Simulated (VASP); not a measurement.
# ZrSe$_{2}$ (strained 1T (CdI2) bulk): one PBE single-point calculation in two programs

```cif
data_structure
_symmetry_space_group_name_H-M 'P 1'
_symmetry_Int_Tables_number 1
_cell_length_a 3.9018
_cell_length_b 3.9018
_cell_length_c 6.0874
_cell_angle_alpha 90.000
_cell_angle_beta 90.000
_cell_angle_gamma 120.000
_cell_volume 80.26
loop_
_atom_site_label
_atom_site_type_symbol
_atom_site_fract_x
_atom_site_fract_y
_atom_site_fract_z
_atom_site_occupancy
Zr1 Zr 0.00000 0.00000 0.00000 1
Se1 Se 0.33333 0.66667 0.24913 1
Se2 Se 0.66667 0.33333 0.75087 1
```

Each program uses its own PAW datasets. VASP's cell holds 24 valence electrons and Ansatz's 44. Ansatz's stress includes a Pulay correction; VASP's doesn't.

Cutoffs: 520 eV in VASP, 420 eV in Ansatz. k meshes: 12×12×4 and 12×12×4.

```csv
,VASP,Ansatz
gap between bands v and c,0.39 eV,0.39 eV
least direct gap,0.83 eV,0.83 eV
pressure,-0.8 GPa,-0.9 GPa
largest force,0.11 eV/Å,0.09 eV/Å
```

Band v is the last that the valence electrons fill when counted band by band, and c is the next. Levels in eV from the top of v, Ansatz:

| point | v−1 | v | c | c+1 |
| --- | --- | --- | --- | --- |
| Γ | -0.33 | 0.00 | 0.83 | 0.83 |
| M | -2.20 | -1.64 | 0.51 | 2.10 |
| K | -2.36 | -1.76 | 1.31 | 2.29 |
| A | -0.51 | -0.51 | 0.80 | 0.80 |
| L | -1.31 | -1.01 | 0.39 | 2.10 |
| H | -1.99 | -1.99 | 1.40 | 1.99 |

VASP:

```tsv
point	v−1	v	c	c+1
Γ	-0.33	0.00	0.83	0.83
M	-2.20	-1.64	0.51	2.10
K	-2.36	-1.76	1.31	2.29
A	-0.51	-0.51	0.80	0.80
L	-1.31	-1.01	0.39	2.10
H	-1.99	-1.99	1.40	1.99
```

Forces (eV/Å), VASP:

```csv
atom,Fx,Fy,Fz
Zr,0.000,0.000,0.000
Se,0.000,0.000,0.106
Se,0.000,0.000,-0.106
```

Ansatz:

| atom | Fx | Fy | Fz |
| --- | --- | --- | --- |
| Zr | 0.000 | 0.000 | 0.000 |
| Se | 0.000 | 0.000 | 0.091 |
| Se | 0.000 | 0.000 | -0.091 |
